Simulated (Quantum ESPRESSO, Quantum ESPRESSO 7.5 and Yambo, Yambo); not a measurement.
**How the form of the self-energy moves the gap of BaS (Fm-3m)**

Wanted: the gap of BaS (Fm-3m) under several approximations, with cost.

Calculated with Quantum ESPRESSO 7.5 and Yambo 5.3.0; PBE and many-body steps on it, plane waves.

### 1. Set-up

The structure is cubic, space group Fm-3m (No. 225). Conventional cell: a = 6.388 Å, b = 6.388 Å, c = 6.388 Å, α = 90.00°, β = 90.00°, γ = 90.00°. Nearest to Ba lie 6 S at 3.19 Å. S has 6 Ba at 3.19 Å nearest. Farther neighbours and most contacts between anions are not listed.

Structure file:

```cif
data_structure
_symmetry_space_group_name_H-M 'P 1'
_symmetry_Int_Tables_number 1
_cell_length_a 4.5166
_cell_length_b 4.5166
_cell_length_c 4.5166
_cell_angle_alpha 60.000
_cell_angle_beta 60.000
_cell_angle_gamma 60.000
_cell_volume 65.15
loop_
_atom_site_label
_atom_site_type_symbol
_atom_site_fract_x
_atom_site_fract_y
_atom_site_fract_z
_atom_site_occupancy
Ba1 Ba 0.00000 0.00000 0.00000 1
S2 S 0.50000 0.50000 0.50000 1
```

The cell and positions come from the Crystallography Open Database and are kept as given unless a step says otherwise. Spin-orbit coupling is left out unless a step names it.

### 2. Empty states on the mesh, 4×4×4 mesh, 776 bands

This step: Quantum ESPRESSO 7.5; DFT, PBE, plane waves, norm-conserving pseudopotentials.

The sums over transitions need many empty states on a uniform mesh; this step solves for them.

The input, pw.in:

```
&control
  calculation = 'nscf'
  prefix = 'x'
  outdir = 'o'
  pseudo_dir = 'pseudo'
/
&system
  ibrav = 0
  nat = 2
  ntyp = 2
  ecutwfc = 40.0
  nbnd = 776
  force_symmorphic = .true.
/
&electrons
  conv_thr = 1e-9
  electron_maxstep = 80
  diago_full_acc = .true.
  diago_thr_init = 5e-6
/
ATOMIC_SPECIES
  Ba 137.33 Ba.upf
  S 32.06 S.upf
CELL_PARAMETERS angstrom
  0.0000000000 3.1937500000 3.1937500000
  3.1937500000 0.0000000000 3.1937500000
  3.1937500000 3.1937500000 0.0000000000
ATOMIC_POSITIONS crystal
  Ba 0.0000000000 0.0000000000 0.0000000000
  S 0.5000000000 0.5000000000 0.5000000000
K_POINTS automatic
  4 4 4 0 0 0
```

Launch:

```sh
$ OMP_NUM_THREADS=1 mpirun -n 4 pw.x -nk 4 -in pw.in > pw.out
```

Log:

```text
Program PWSCF v.7.5 starts

     This program is part of the open-source Quantum ESPRESSO suite
     for quantum simulation of materials; please cite
         "P. Giannozzi et al., J. Phys.:Condens. Matter 21 395502 (2009);
         "P. Giannozzi et al., J. Phys.:Condens. Matter 29 465901 (2017);
         "P. Giannozzi et al., J. Chem. Phys. 152 154105 (2020);
     in publications or presentations arising from this work. More details at

     Atomic positions and unit cell read from directory:
     o/x.save/

     Message from routine setup:
[...]
k =-0.3536-0.3536 0.3536 (  1892 PWs)   bands (ev):

[...]
[... 85 further rows ...]
   290.0477 290.0477 290.3738 290.5224 290.5224 290.9855 290.9855 293.1210
   293.1210 293.3423 293.3758 293.4953 293.4953 293.8022 294.1261 294.1261

          k = 0.3536 0.0000 0.0000 (  1876 PWs)   bands (ev):

     [... further k-points ...]

     highest occupied, lowest unoccupied level (ev):     5.8941    8.0404

     XML data file, pseudopotentials, collected wavefunctions

=------------------------------------------------------------------------------=
   JOB DONE.
=------------------------------------------------------------------------------=
```

The job ended after 1.9 min (4 MPI ranks of Arm Neoverse V1, shared host; peak memory 1.1 GiB).

This step gave:

| Property | Result |
| --- | --- |
| gap | 2.146 eV |
| k of the valence top | 0, 0, 0 |
| k of the conduction bottom | 0, -0.5, -0.5 |
| least direct gap | 2.272 eV |
| k points computed | 8 |
| lowest point of the top converged band, above the valence top | 287.0837 eV |

On this mesh the gap is 2.146 eV.

The density comes from a self-consistent run that is not shown.

### 3. Conversion and set-up

This step: Yambo 5.3.0; conversion and set-up on PBE, plane waves, norm-conserving pseudopotentials.

The states are converted to the many-body program's format and the q mesh is built.

Launch:

```sh
$ (cd o/x.save; p2y > p2y.log; mv SAVE ../..); yambo > setup.log
```

Log:

```text
 Yambo, version 5.3.0

 [02] CORE Variables Setup
 =========================

  [02.01] Unit cells
  ==================

  Cell kind             :  FCC
  Atoms in the cell     :  Ba  S
  number of Ba atoms    :  1
  number of S  atoms    :  1

  List of atomic masses
  Mass of Ba    :  137.3300
  Mass of S     :  32.06000

  List of atomic coordinates    : [cc]
  Ba1       :  0.000000  0.000000  0.000000  order 1
  S1       :  6.035313  6.035313  6.035313  order 2

  Alat factors          :  6.035313  6.035313  6.035313 [a.u.]
  Direct lattice volume :  439.6725 [a.u.]
[...]
==========================================

 IBZ Q-points                                      :   8
 BZ  Q-points                                      :   64

 K/Q-points units:
 rlu = crystal or reduced units; cc = cartesian coordinates; iku = interal k-units

 Q [1]          [rlu]:  0.000000  0.000000  0.000000
 Q [2]          [rlu]:  0.74313E-17  0.74313E-17  0.25000
 Q [3]          [rlu]: -0.14863E-16 -0.14863E-16 -0.50000
[...]
Q [7]          [rlu]: -0.14898E-16 -0.50000     -0.50000
 Q [8]          [rlu]:  0.250000 -0.500000 -0.250000

  [03.01] X indexes
  =================

   [03.01.01] Sigma indexes
   ========================

 [06] Game Over & Game summary
```

Wall time 2.2 s (1 MPI rank); peak memory 0.24 GiB.

### 4. G0W0, Godby-Needs plasmon pole

G0W0 replaces the xc potential by the self-energy, built once from these orbitals. Only a window of levels is corrected, while the sums run over the empty bands that the input names.

This step: G0W0 on PBE, plane waves, norm-conserving pseudopotentials.

The input, gw2.in:

```
HF_and_locXC
gw0
dyson
ppa
em1d
rim_cut
RandQpts= 1000000
RandGvec= 1 RL
EXXRLvcs= 40 Ry
VXCRLvcs= 160 Ry
Chimod= "HARTREE"
% BndsRnXp
 1 | 321 |
%
NGsBlkXp= 17 Ry
% LongDrXp
 1 | 1 | 1 |
%
% GbndRnge
 1 | 321 |
%
DysSolver= "n"
ExtendOut
PPAPntXp= 27.21138 eV
% QPkrange
 1 | 1 | 7 | 10 |
 7 | 7 | 7 | 10 |
%
```

Launch:

```sh
$ OMP_NUM_THREADS=1 mpirun -n 4 yambo -F gw2.in -J gw2 -C gw2 > gw2.log
```

Log:

```text
 Yambo, version 5.3.0

 [02] CORE Variables Setup
 =========================

  [... cell, symmetries and grids as in the set-up ...]

  [02.05] Energies & Occupations
  ==============================

  [X] === General ===
  [X] Electronic Temperature                        :  0.000000  0.000000 [eV K]
  [X] Bosonic    Temperature                        :  0.000000  0.000000 [eV K]
  [X] Finite Temperature mode                       : no
  [X] El. density                                   :  0.24558E+24 [cm-3]
  [X] Fermi Level                                   :  5.894091 [eV]

  [X] === Gaps and Widths ===
  [X] Conduction Band Min                           :  2.146280 [eV]
  [X] Valence Band Max                              :  0.000000 [eV]
  [X] Filled Bands                                  :   8
  [X] Empty Bands                                   :     9   776
  [X] Direct Gap                                    :  2.272370 [eV]
  [X] Direct Gap localized at k                     :   7
  [X] Indirect Gap                                  :  2.146280 [eV]
  [X] Indirect Gap between kpts                     :   1   7
  [X] Last valence band width                       :  1.057937 [eV]
  [X] 1st conduction band width                     :  3.430145 [eV]

 [03] Transferred momenta grid and indexing
 ==========================================

 IBZ Q-points                                      :   8
 BZ  Q-points                                      :   64

 K/Q-points units:
 rlu = crystal or reduced units; cc = cartesian coordinates; iku = interal k-units

 Q [1]          [rlu]:  0.000000  0.000000  0.000000
 Q [2]          [rlu]:  0.74313E-17  0.74313E-17  0.25000
 Q [3]          [rlu]: -0.14863E-16 -0.14863E-16 -0.50000
 Q [4]          [rlu]:  0.74488E-17  0.25000      0.25000
 Q [5]          [rlu]:  0.16929E-16  0.25000      0.50000
 Q [6]          [rlu]: -0.14863E-16  0.25000     -0.25000
 Q [7]          [rlu]: -0.14898E-16 -0.50000     -0.50000
 Q [8]          [rlu]:  0.250000 -0.500000 -0.250000

 [04] Coloumb potential Random Integration (RIM)
 ===============================================

  [04.01] RIM initialization
  ==========================

  * Diagonal components only detected *

  8 x (sBL volume)        :  0.070521 [a.u.]
  sBZ random points       :  1000000
  Points outside the sBZ  :   7987327
  RL volume               :  0.564170 [a.u.]
  Integrated volume       :  0.565065 [a.u.]

  [04.02] RIM integrals
  =====================

  Gamma point sphere radius             :  0.074942 [a.u.]
  Points outside the sphere             :   799513
  [Int_sBZ(q=0) 1/q^2]*(Vol_sBZ)^(-1/3) =:  7.764325
                                 should be <:  7.795600

  Summary of Coulomb integrals for non-metallic bands |Q|[au] RIM/Bare

  Q [1] 0.100000E-4 0.995988 * Q [2] 0.225398 1.066654
  Q [4] 0.260268 1.065697 * Q [6] 0.368074 1.027401
  Q [5] 0.431605 1.020783 * Q [3] 0.450797 1.018057
  Q [7] 0.520535 1.014668 * Q [8] 0.581976 1.011636

 [WARNING] [Xp] User bands 1-321 break level degeneracy

 [05] Dipoles
 ============

  [05.01] Setup: observables and procedures
  =========================================

 [06] Dynamic Dielectric Matrix (PPA)
 ====================================

 [WR./gw2//ndb.pp]---------------------------------------------------------------
  Brillouin Zone Q/K grids (IBZ/BZ)                :    8   64    8   64
  RL vectors                                       :  2421 [WF]
  Coulomb cutoff potential                         : none
  Electronic Temperature                           :  0.000000 [K]
  Bosonic    Temperature                           :  0.000000 [K]
  PPA    diel. fun.  energies                      : Perdew, Burke & Ernzerhof(X)+Perdew, Burke & Ernzerhof(C)
  wavefunctions                                    : Perdew, Burke & Ernzerhof(X)+Perdew, Burke & Ernzerhof(C)
  Global Gauge                                     : length
  X matrix size                                    :   537
  X band range                                     :     1   321
  X e/h energy range                               : -1.000000 -1.000000 [eV]
  X Time ordering                                  : R
  X Hxc Kernel                                     : HARTREE
  X Drude frequency                                :  0.000000  0.000000
  X poles                                          :  100.0000 [o/o]
  RL vectors in the sum                            :  2421
  [r,Vnl] included                                 : yes
  Field direction                                  :  0.577350E-5  0.577350E-5  0.577350E-5
  BZ energy Double Grid                            : no
  BZ energy DbGd points                            : 0
  BZ Q point size factor                           : -1.000000
  X Optical Averaged directions                    : none

 [07] Local Exchange-Correlation + Non-Local Fock
 ================================================

 [VXC] Plane waves :  15065
 [EXS] Plane waves :  1917

 QP @ state[ 1 ] K range:  1  1
 QP @ state[ 1 ] b range:   7  10
 QP @ state[ 2 ] K range:   7   7
 QP @ state[ 2 ] b range:   7  10

 [xc] Functional : Perdew, Burke & Ernzerhof(X)+Perdew, Burke & Ernzerhof(C)
 [xc] LIBXC used to calculate xc functional
  PP Number of Atomic Species                      :  2
  NLCC RL compoments                               :  15065
  PP Number of Atomic Species                      :  2
  NLCC RL compoments                               :  15065

 [xc] E_xc :  -6.043476 [Ha]
      E_xc :  -12.08695 [Ry]

  Local XC kind (lXC) : Perdew, Burke & Ernzerhof(X)+Perdew, Burke & Ernzerhof(C)
  Non-Local XC kind (nlXC) : Hartree-Fock

  Corrections @ K [1] :  [eV]
 <7|nlXC|7> = -15.67960 -0.14091E-16 <7|lXC|7> = -12.60175  0.94410E-16
 <8|nlXC|8> = -15.67957  0.41128E-17 <8|lXC|8> = -12.60175 -0.94409E-16
 <9|nlXC|9> = -4.019332 -0.29766E-18 <9|lXC|9> = -7.958255 -0.18880E-15
 <10|nlXC|10> = -4.535708 -0.13588E-18 <10|lXC|10> = -8.922664 -0.94415E-16

  Corrections @ K [7] :  [eV]
 <7|nlXC|7> = -15.67192  0.58859E-17 <7|lXC|7> = -12.53318 -0.94404E-16
 <8|nlXC|8> = -15.67182  0.13074E-16 <8|lXC|8> = -12.53318  0.23602E-15
 <9|nlXC|9> = -4.204415 -0.32881E-17 <9|lXC|9> = -7.957322  0.94416E-16
 <10|nlXC|10> = -6.058089  0.10120E-17 <10|lXC|10> = -10.95390 -0.94408E-16

 [08] Dyson equation: Newton solver
 ==================================

  [08.01] G0W0 (W PPA)
  ====================

  [  GW  ] Bands range     :     1   321
  [GW/PPA] G damping       :  0.100000 [eV]

  QP @ state[ 1 ] K range:  1  1
  QP @ state[ 1 ] b range:   7  10
  QP @ state[ 2 ] K range:   7   7
  QP @ state[ 2 ] b range:   7  10

   Sc/G bands                                       :     1   321
   Sc/G damping                                     :  0.100000 ev
   Sc bands terminator                              : no
   Sx RL components                                 :  1917

   QP @ state[ 1 ] K range                          :  1  1
   QP @ state[ 1 ] b range                          :   7  10
   QP @ state[ 2 ] K range                          :   7   7
   QP @ state[ 2 ] b range                          :   7  10
   GF energies kind                                 : Perdew, Burke & Ernzerhof(X)+Perdew, Burke & Ernzerhof(C)
   GF WF`s kind                                     : Perdew, Burke & Ernzerhof(X)+Perdew, Burke & Ernzerhof(C)
   Xs energies kind                                 : Perdew, Burke & Ernzerhof(X)+Perdew, Burke & Ernzerhof(C)
   Xs WF`s kind                                     : Perdew, Burke & Ernzerhof(X)+Perdew, Burke & Ernzerhof(C)

 [11] Game Over & Game summary
```

Elapsed: 9.4 min, on 4 MPI ranks; peak memory 1.7 GiB.

Numbers from this step:

```
G0W0 gap on the points computed              : 3.652 eV
starting gap on the mesh                     : 2.146 eV
k of the valence top                         : 0, 0, 0
k of the conduction bottom                   : 0, -0.5, -0.5
least direct G0W0 gap on the computed points : 3.795 eV
Z at the valence top                         : 0.7893
Z at the conduction bottom                   : 0.8331
```

The gap on the mesh goes from 2.15 eV to 3.65 eV, a correction of +1.51 eV.

(Part 1 of 2 ends here.)

[Paths, hosts, dates, memory and timing lines, banners, echoed tables and standing remarks are left out of the program output.]

[Logs are printed without paths, hosts, clocks, repeated set-up lines and the standing remarks that a program may print on its own settings, such as how far it seeks lower states.]

[Runs of the session that timed out or met a known fault of the program may be left out.]

[Hosts, paths, dates, database ids (printed as entryN), source tags and the programs' standing remarks are cut or masked in the printed files.]
